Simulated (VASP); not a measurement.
## TaN under changes of volume

One of the cells (10.339 Å³/atom); the others are scaled copies at fixed shape and fractional positions:

```
Ta N
1.0
     0.00000    2.17854    2.17854
     2.17854    0.00000    2.17854
     2.17854    2.17854    0.00000
Ta N
1 1
Direct
  0.50000 0.50000 0.50000
  0.00000 0.00000 0.00000
```

The cell comes from a database or a generator and needn't be the stable form of this composition.

- Program: VASP 6.6.1
- Functional: LDA
- Potentials or basis: VASP PAW LDA potentials, release 64 (Ta_pv, N)
- Cutoff: 520 eV
- k mesh: 8 × 8 × 8
- Occupations: fermi-dirac, width 0.05 eV
- Spin: no spin polarisation

```tsv
volume (Å³/atom)	energy over the lowest point (meV/atom)	pressure (GPa)
9.926	21.03	16.7
10.133	?	?
10.339	0.00	0.0
10.546	4.60	-7.1
10.753	17.87	-13.5
```

Question: What does the run at 10.133 Å³/atom give?

Answer: Energy over the lowest point 5.10 meV/atom; pressure 7.9 GPa.

Worked out: A Birch-Murnaghan fit of order 2 (a polynomial in V^(-2/3)) to the other rows has its minimum at 10.34 Å³/atom with B0 = V·E''(V) = 375 GPa. It gives 5.16 meV/atom at 10.133 Å³/atom, against the run's 5.10, and -dE/dV = 8.0 GPa, against 7.9.

Energies are extrapolated to zero smearing.
